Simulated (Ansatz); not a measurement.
# BN: a line through an energy map

Aim: follow the energy of BN (P4_2/mnm, No. 136; 8 atoms in the cell) along one coordinate, lattice constant a (and b), with the other held at lattice constant c = 2.386 Å.

Method: DFT PBEsol, scalar-relativistic, plane waves, PAW, in Ansatz 0.2.0.

41 further runs of the same task are left out: 41 set aside as unsound or not needed. Runs told in other sessions of the task aren't counted.

### 1 The starting structure

It takes space group P4_2/mnm (No. 136, tetragonal). The conventional cell has a = 4.398 Å, b = 4.398 Å, c = 2.538 Å, α = 90.00°, β = 90.00°, γ = 90.00°. B (site symmetry m2m) has 4 N at 1.53 to 1.59 Å in its first shell of neighbours. N (site symmetry m2m) is surrounded by 4 B at 1.53 to 1.59 Å.

Structure file:

```xyz
8
Lattice="4.3982 0.0000 0.0000 0.0000 4.3982 0.0000 0.0000 0.0000 2.5380" Properties=species:S:1:pos:R:3 pbc="T T T"
B     0.7659    3.6323    1.2690
B     1.4332    1.4332    0.0000
B     2.9650    2.9650    0.0000
B     3.6323    0.7659    1.2690
N     3.5731    3.5731    1.2690
N     1.3740    3.0243    0.0000
N     3.0243    1.3740    0.0000
N     0.8251    0.8251    1.2690
```

It goes back to an entry of the Materials Project, which need not be the stable form.

It is the result of an earlier relaxation at this level (volume 6.14 Å³/atom; gap on the mesh: 4.60 eV).

### 2 The scan

The energy is mapped over the lattice constants a and c of the conventional cell.

- lattice constant a (and b): 9 values from 4.266 to 4.530 Å
- lattice constant c: 9 values from 2.233 to 2.843 Å

Nothing else is relaxed (fractional coordinates fixed). Energies count from the relaxed crystal. Points are written as (first, second).

### 3 Grid point (4.266 Å, 2.386 Å)

The input, input.yaml:

```yaml
crystal:
  lattice:
    - [4.2663, 0.0, 0.0]
    - [0.0, 4.2663, 0.0]
    - [0.0, 0.0, 2.3858]
  atoms:
    - { symbol: B, position: [0.1741337327, 0.8258662673, 0.5] }
    - { symbol: B, position: [0.3258662673, 0.3258662673, 0.0] }
    - { symbol: B, position: [0.6741337327, 0.6741337327, 0.0] }
    - { symbol: B, position: [0.8258662673, 0.1741337327, 0.5] }
    - { symbol: "N", position: [0.8123909516, 0.8123909516, 0.5] }
    - { symbol: "N", position: [0.3123909516, 0.6876090484, 0.0] }
    - { symbol: "N", position: [0.6876090484, 0.3123909516, 0.0] }
    - { symbol: "N", position: [0.1876090484, 0.1876090484, 0.5] }
basis:
  ecutwfc: 520.0
kpoints:
  mp_grid: { grid: [6, 6, 10] }
hamiltonian:
  xc: pbesol
  pseudopotentials: { kind: paw, azcp: { folder: soft_1 } }
scf:
  occupations: { method: gaussian, width: 0.05 }
output:
  forces: true
  stress: true
  eigenvalues: true
```

Launch:

```sh
> ansatz run input.yaml --threads 2 --pin off --max-ram 4096MiB --backend cpu --events-out ev --progress --plain --runs-dir out
```

Further runs follow: the other points of the line.

Before running it: what results should come out? Wanted: for each run, lattice constant a; energy; slope; pressure; largest force on an atom.

The runs gave:

| lattice constant a (and b) (Å) | step | energy (meV/atom) | slope (meV/atom per Å) | pressure (GPa) | band gap on the k-mesh (eV) | largest force on an atom (eV/Å) |
| --- | --- | --- | --- | --- | --- | --- |
| 4.266 | 3 | 130 | −688 | 57.7 | 4.527 | 0.44 |
| 4.299 | 4 | 110 | −533 | 49.8 | 4.567 | 0.47 |
| 4.332 | 5 | 95 | −386 | 42.4 | 4.567 | 0.52 |
| 4.365 | 6 | 85 | −246 | 35.5 | 4.545 | 0.61 |
| 4.398 | – | 79 | −113 | 29.0 | 4.524 | 0.68 |
| 4.431 | 7 | 77 | 13 | 23.0 | 4.504 | 0.73 |
| 4.464 | – | 80 | 133 | 17.2 | 4.483 | 0.77 |
| 4.497 | 8 | 86 | 247 | 11.9 | 4.456 | 0.80 |
| 4.530 | 9 | 96 | 355 | 6.9 | 4.411 | 0.81 |

Energies count from the relaxed crystal. Rows without a step come from runs not printed here or follow by symmetry. Slopes come from the forces (and the stress, where the cell changes), not from differences of energies.

In words: The lowest point computed on the line is at 4.431 Å, 77 meV/atom from the zero. Energies and slopes round the minimum, fitted together, put the minimum at 4.4277 Å, with a curvature of about 3700 meV/atom per Å². The highest point computed, at 4.266 Å, lies 53 meV/atom above the lowest. This is one cut through a surface in two coordinates; the map's lowest point lies off it. With the other coordinates free, the energies away from the reference would be the same or lower.

The gaps are Kohn-Sham values of a semilocal functional, not quasiparticle or optical gaps. Such gaps usually fall short of the measured ones.
